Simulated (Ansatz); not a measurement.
## SnO$_{2}$: a prediction, then the measurements

The calculation used Ansatz, DFT PBE, scalar-relativistic, plane waves, PAW.

Settings: cutoff 420 eV, Γ-centred mesh 6×6×6 on the computed 12-atom cell, Gaussian smearing of 0.02 eV; no spin polarisation.

Relaxed structure:

```
Sn O
1.0
    -3.23825    3.41349    3.41352
     3.23825   -3.41349    3.41352
     3.23825    3.41349   -3.41352
Sn O
4 8
Direct
  0.00000 0.75000 0.25000
  0.00000 0.25000 0.75000
  0.50000 0.00000 0.00000
  0.50000 0.50000 0.50000
  0.19342 0.69342 0.00000
  0.69342 0.25000 0.44342
  0.19342 0.19342 0.50000
  0.30658 0.25000 0.05658
  0.69342 0.75000 0.94342
  0.30658 0.75000 0.55658
  0.80658 0.80658 0.50000
  0.80658 0.30658 0.00000
```

| Item | Value |
| --- | --- |
| Space group | P4_2/mnm (No. 136) |
| Volume per atom | 12.58 Å³ |
| Formation energy from the elements' standard states (uncorrected) | -1.612 eV/atom |
| Kohn–Sham band gap | 0.68 eV |
| Orbital (Löwdin) character of the top 1 eV of the valence band | O 2p 98 % |
| Orbital (Löwdin) character of the lowest 1 eV of the conduction band | Sn 5s 51 %, O 2s 23 %, O 2p 21 % |

**Against measurements.**

A measured lattice constant a of SnO2 is 4.72 Å (a printed reference work (monograph)); the calculated 4.827 Å exceeds it by 2.3 %. Measured lattice constant c of SnO2: 3.1864 Å (a printed reference work (textbook)). This calculation gives 3.238 Å (+1.6 %). The calculation is for 0 K without zero-point motion. Measured band gap of SnO2: 3.56 eV (direct; 4.5 K; quoted in “Shallow Valence Band of Rutile GeO2 and P-type Doping”, 2020, arxiv:2011.08928). This calculation gives 0.68 eV (-2.88 eV). Kohn–Sham gaps of semilocal functionals fall short of measured ones as a rule.

It was relaxed from a Materials Project cell. Löwdin shares on free-atom orbitals overweight diffuse shells in the empty bands.
